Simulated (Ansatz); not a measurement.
**SnTe: how the settings move a single-point run**

How sensitive is a single-point run of SnTe to its settings? A reference run comes first, then two runs with altered input. The cell is built on a prototype (CsCl type) and needn't be the phase found in nature.

Computed with Ansatz 0.2.0 (reference: DFT, HSE06, plane waves, PAW, unless a step's input says otherwise).

3 further runs of the same task are left out: 1 for a known fault of the program, 2 that didn't finish.

**1. Starting point**

It takes space group Pm-3m (No. 221, cubic). Conventional cell: a = 3.892 Å, b = 3.892 Å, c = 3.892 Å, α = 90.00°, β = 90.00°, γ = 90.00°. Sn (site symmetry m-3m) is surrounded by 8 Te at 3.37 Å. Te (site symmetry m-3m) has 8 Sn at 3.37 Å as nearest neighbours.

Structure file:

```cif
data_structure
_symmetry_space_group_name_H-M 'Pm-3m'
_symmetry_Int_Tables_number 221
_cell_length_a 3.8918
_cell_length_b 3.8918
_cell_length_c 3.8918
_cell_angle_alpha 90.000
_cell_angle_beta 90.000
_cell_angle_gamma 90.000
_cell_volume 58.95
loop_
_atom_site_label
_atom_site_type_symbol
_atom_site_symmetry_multiplicity
_atom_site_Wyckoff_symbol
_atom_site_fract_x
_atom_site_fract_y
_atom_site_fract_z
_atom_site_occupancy
Sn1 Sn 1 a 0.00000 0.00000 0.00000 1
Te1 Te 1 b 0.50000 0.50000 0.50000 1
```

**2. Reference**

input.yaml

```yaml
crystal:
  lattice:
    - [3.8918236295, 0.0, 0.0]
    - [0.0, 3.8918236295, 0.0]
    - [0.0, 0.0, 3.8918236295]
  atoms:
    - { symbol: Sn, position: [0.0, 0.0, 0.0] }
    - { symbol: Te, position: [0.5, 0.5, 0.5] }
kpoints:
  mp_grid: { grid: [4, 4, 4] }
hamiltonian:
  xc: hse06
scf:
  occupations: { method: fermi_dirac, width: 0.02 }
  n_extra_bands: 4
output:
  forces: true
  stress: true
  eigenvalues: true
```

Run with:

```console
$ ansatz run input.yaml --threads 4 --pin off --max-ram 3686MiB --backend cpu --events-out ev --progress --plain --runs-dir out
```

**3. Changing settings: xc pbe, accuracy low**

input.yaml, as its differences from that of step 2:

```diff
@@ -11,3 +11,3 @@
 hamiltonian:
-  xc: hse06
+  xc: pbe
 scf:
@@ -19 +19,2 @@
   eigenvalues: true
+accuracy: low
```

**4. Variant: pseudopotentials.kind nc**

input.yaml, as its differences from that of step 2:

```diff
@@ -12,2 +12,3 @@
   xc: hse06
+  pseudopotentials: { kind: nc }
 scf:
```

Before running it: what results should come out? Wanted: for each run, ending; energy change; pressure; gap; force.

As calculated:

```tsv
run	ending	energy change	pressure (GPa)	gap (eV)	force (eV/Å)	cycles	time
reference	converged	-	-0.4	0.00	0.00	34	14 s
1: xc pbe, accuracy low	converged	not comparable	-0.1	0.00	0.00	9	0.61 s
2: pseudopotentials.kind nc	converged	not comparable	0.1	0.00	0.00	27	44 s
```

Residual by cycle in the longest SCF loop of each run; runs are numbered as in the table. The quantity is the density residual dr2, in eV.

```tsv
cycle	reference	run 1	run 2
1	0.0369	0.0346	0.575
2	4.0e-4	0.00957	0.125
3	5.4e-5	0.00185	0.121
4	6.6e-5	0.00233	0.0253
5	2.1e-6	0.00123	1.5e-4
6	2.1e-6	1.1e-4	4.2e-4
7	1.8e-7	2.7e-6	1.8e-4
8	2.4e-8	5.7e-8	3.7e-5
9	3.9e-9	1.4e-8	2.8e-4
10	2.1e-10	-	7.5e-5
11	-	-	4.2e-5
12	-	-	1.0e-5
```

The pressure spans -0.4 to 0.1 GPa over the reference and the converged variants. Of the variants the dearest is «pseudopotentials.kind nc» (44 s), the cheapest «xc pbe, accuracy low» (0.61 s), on a shared host.
